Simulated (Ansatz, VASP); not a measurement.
## Two plane-wave programs on BAs

Contents of POSCAR:

```
BAs
1.0
    0.0000000000      2.3677547627      2.3677547627
    2.3677547627      0.0000000000      2.3677547627
    2.3677547627      2.3677547627      0.0000000000
B As
1 1
Direct
    0.0000000000      0.0000000000      0.0000000000
    0.2500000000      0.2500000000      0.2500000000
```

The input INCAR.step1:

```
PREC = Accurate
ENCUT = 520
ISMEAR = 0
SIGMA = 0.02
LREAL = False
LASPH = True
NELM = 80
NBANDS = 11
GGA = PE
ALGO = Normal
EDIFF = 1E-4
LWAVE = True
LCHARG = False
```

File INCAR.step2:

```
PREC = Accurate
ENCUT = 520
EDIFF = 1E-6
ISMEAR = 0
SIGMA = 0.02
LREAL = False
LASPH = True
NELM = 80
ALGO = Normal
ISIF = 2
LWAVE = False
LCHARG = True
METAGGA = R2SCAN
LMIXTAU = True
LELF = True
LVHAR = True
NBANDS = 11
ISTART = 1
```

File KPOINTS:

```
regular mesh
0
Gamma
  10 10 10
```

Input for Ansatz:

```yaml
crystal:
  lattice:
    - [0.0, 2.3677547666, 2.3677547666]
    - [2.3677547666, 0.0, 2.3677547666]
    - [2.3677547666, 2.3677547666, 0.0]
  atoms:
    - { symbol: B, position: [0.0, 0.0, 0.0] }
    - { symbol: As, position: [0.25, 0.25, 0.25] }
basis:
  ecutwfc: 500
kpoints:
  mp_grid: { grid: [10, 10, 10] }
hamiltonian:
  xc: r2scan
scf:
  occupations: { method: gaussian, width: 0.02 }
output:
  forces: true
  stress: true
  eigenvalues: true
  write_density: true
  write_potential: true
  elf: true
  volumetric_format: npy
```

Alike in both runs: task single point; functional r2SCAN; k mesh 10 × 10 × 10; occupations gaussian, width 0.02 eV; no spin polarisation.

|  | VASP | Ansatz |
| --- | --- | --- |
| version | VASP 6.6.1 | Ansatz 0.2.0 |
| potentials or method | VASP PAW PBE potentials, release 64 (B, As) | scalar-relativistic, plane waves, PAW |
| plane-wave cutoff (eV) | 520 | 500 |
| valence electrons in the cell | 8 | 18 |

VASP gave:

- gap on the k mesh at the Fermi level (eV): 1.34
- least direct gap on the mesh (eV): 3.48
- pressure (GPa): 4.9

Question: Estimate Ansatz's values.

Answer: gap on the k mesh at the Fermi level (eV): 1.34; least direct gap on the mesh (eV): 3.47; pressure (GPa): 4.6.

With one functional, cell and mesh, what is left measures potentials, basis and numerics. The two sets of potentials don't hold the same shells in valence.

Caveats: the PAW data sets were made with another functional, which shifts forces and pressure a little (VASP). r2SCAN opens gaps a little over a GGA but as a rule still falls short of measured ones. A k mesh can miss the band edges.
